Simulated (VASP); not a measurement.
ZnSe in VASP 6.6.1, single-point calculation

INCAR

```
NELM = 92
IBRION = -1
LDAUL = 2 -1
ISMEAR = -1
LASPH = .TRUE.
LWAVE = .FALSE.
LMAXMIX = 4
IVDW = 12
LCHARG = .FALSE.
SIGMA = 0.02
LDAU = .TRUE.
LREAL = .FALSE.
GGA = PE
ENCUT = 520
NSW = 0
LDAUTYPE = 2
NBANDS = 16
LDAUU = 8.0 0
ISIF = 2
EDIFF = 1E-7
LDAUJ = 0 0
PREC = Accurate
```

KPOINTS

```
KPOINTS created by Atomic Simulation Environment
0
Gamma
8 8 8
0 0 0
```

POSCAR

```
Zn Se
 1.0000000000000000
     0.0000000000000000    2.8324206844000002    2.8607448912000000
     2.8324206844000002    0.0000000000000000    2.8607448912000000
     2.8324206844000002    2.8324206844000002    0.0000000000000000
 Zn  Se
   1   1
Cartesian
  0.0000000000000000  0.0000000000000000  0.0000000000000000
  1.4162103422000001  1.4162103422000001  1.4303724456000000
```

The recommended PBE PAW datasets give the neutral cell 18 valence electrons.

Command

```
mpirun -np 1 vasp_std
```

OSZICAR

```
N       E                     dE             d eps       ncg     rms          rms(c)
DAV:   1     0.905004313178E+02    0.90500E+02   -0.90989E+03  1888   0.132E+03
DAV:   2     0.651203148364E+00   -0.89849E+02   -0.85295E+02  2128   0.266E+02
DAV:   3    -0.565871126073E+01   -0.63099E+01   -0.62956E+01  2200   0.699E+01
DAV:   4    -0.570896568174E+01   -0.50254E-01   -0.50251E-01  2384   0.668E+00
DAV:   5    -0.570913365637E+01   -0.16797E-03   -0.16797E-03  2320   0.324E-01    0.606E+00
DAV:   6    -0.552664185263E+01    0.18249E+00   -0.29428E-01  2824   0.104E+01    0.420E+00
DAV:   7    -0.551599895058E+01    0.10643E-01   -0.12093E-01  2216   0.281E+00    0.138E+00
DAV:   8    -0.551882858281E+01   -0.28296E-02   -0.10596E-02  2144   0.802E-01    0.375E-01
DAV:   9    -0.551923813419E+01   -0.40955E-03   -0.10929E-03  2256   0.325E-01    0.786E-02
DAV:  10    -0.551926960341E+01   -0.31469E-04   -0.10328E-04  2248   0.141E-01    0.297E-02
DAV:  11    -0.551931868146E+01   -0.49078E-04   -0.60117E-05  2232   0.641E-02    0.131E-02
DAV:  12    -0.551932027218E+01   -0.15907E-05   -0.38831E-06  2520   0.282E-02    0.244E-03
DAV:  13    -0.551932082006E+01   -0.54788E-06   -0.10205E-06  2248   0.628E-03    0.597E-04
DAV:  14    -0.551932086255E+01   -0.42499E-07   -0.58828E-08  1920   0.457E-03
   1 F= -.61578082E+01 E0= -.61578082E+01  d E =-.166158E-10
```

From OUTCAR

```
k-points           NKPTS =     59   k-points in BZ     NKDIM =     59   number of bands    NBANDS=     16

   NELECT =      18.0000    total number of electrons

   dimension x,y,z NGX =    30 NGY =   30 NGZ =   30
   dimension x,y,z NGXF=    60 NGYF=   60 NGZF=   60

  energy-cutoff  :      520.00
  volume of cell :       45.90
      direct lattice vectors                 reciprocal lattice vectors
     0.000000000  2.832420684  2.860744891    -0.176527450  0.176527450  0.174779653
     2.832420684  0.000000000  2.860744891     0.176527450 -0.176527450  0.174779653
     2.832420684  2.832420684  0.000000000     0.176527450  0.176527450 -0.174779653

 k-points in reciprocal lattice and weights: KPOINTS created by Atomic Simulation Env
   0.00000000  0.00000000  0.00000000       0.002
   0.12500000  0.00000000  0.00000000       0.016
   0.25000000  0.00000000  0.00000000       0.016
   0.37500000  0.00000000  0.00000000       0.016
   0.50000000  0.00000000  0.00000000       0.008
   0.12500000  0.12500000  0.00000000       0.004
   0.25000000  0.12500000  0.00000000       0.016
   0.37500000  0.12500000  0.00000000       0.016
   ...

 E-fermi :   1.5960

 k-point     1 :       0.0000    0.0000    0.0000
  band No.  band energies     occupation
      1     -11.6395      2.00000
      2      -8.2819      2.00000
      3      -8.2816      2.00000
      4      -8.2816      2.00000
      5      -7.9757      2.00000
      6      -7.9755      2.00000
      7       1.1779      2.00000
      8       1.2126      2.00000
      9       1.2126      2.00000
     10       2.8783      0.00000
     11       7.4260      0.00000
     12       7.4260      0.00000
     13       7.4277      0.00000
     14      11.4666      0.00000
     15      12.2214      0.00000
     16      12.4002      0.00000

 k-point     2 :       0.1250    0.0000    0.0000
  band No.  band energies     occupation
      1     -11.5569      2.00000
      2      -8.2718      2.00000
      3      -8.2716      2.00000
      4      -8.2440      2.00000
      5      -7.9766      2.00000
      6      -7.9765      2.00000
      7      -0.0215      2.00000
      8       1.0629      2.00000
      9       1.0923      2.00000
     10       3.8240      0.00000
     11       7.3015      0.00000
     12       7.6590      0.00000
     13       7.6626      0.00000
     14      11.5745      0.00000
     15      11.7083      0.00000
     16      12.3306      0.00000

 k-point     3 :       0.2500    0.0000    0.0000
  band No.  band energies     occupation
      1     -11.3525      2.00000
      2      -8.2489      2.00000
      3      -8.2486      2.00000
      4      -8.1142      2.00000
      5      -7.9778      2.00000
      6      -7.9768      2.00000
      7      -1.7041      2.00000
      8       0.7896      2.00000
      9       0.8326      2.00000
     10       4.3355      0.00000
     11       7.9324      0.00000
     12       7.9883      0.00000
     13       8.0501      0.00000
     14      11.4467      0.00000
     15      11.4949      0.00000
     16      12.1377      0.00000

 ...

  Total      -0.80047    -0.80047    -0.90635     0.00000     0.00000    -0.00000
  in kB     -27.94034   -27.94034   -31.63605     0.00000     0.00000    -0.00000
  external pressure =      -29.17 kB  Pullay stress =        0.00 kB

 POSITION                                       TOTAL-FORCE (eV/Angst)
 -----------------------------------------------------------------------------------
      0.00000      0.00000      0.00000         0.000000      0.000000      0.000000
      1.41621      1.41621      1.43037        -0.000000     -0.000000     -0.000000
 -----------------------------------------------------------------------------------
    total drift:                               -0.000001     -0.000001     -0.000002

  FREE ENERGIE OF THE ION-ELECTRON SYSTEM (eV)
  ---------------------------------------------------
  free  energy   TOTEN  =        -6.1578081563 eV

  energy  without entropy=       -6.1578081563  energy(sigma->0) =       -6.15780816
```

It converged. Results: gap between bands v and c on the k mesh 1.67 eV; least direct gap on the k mesh 1.67 eV; pressure -2.9 GPa. Band v is the last that the valence electrons fill when counted band by band, and c is the next.

For comparison, a separate PBE run of the intended cell, on usual settings and not on those above, gives a gap of 1.24 eV on its mesh and a pressure of 1.8 GPa.

The run above took about 36 s on one core of a shared host (Intel Xeon Platinum 8488C) and held 0.2 GiB at most.
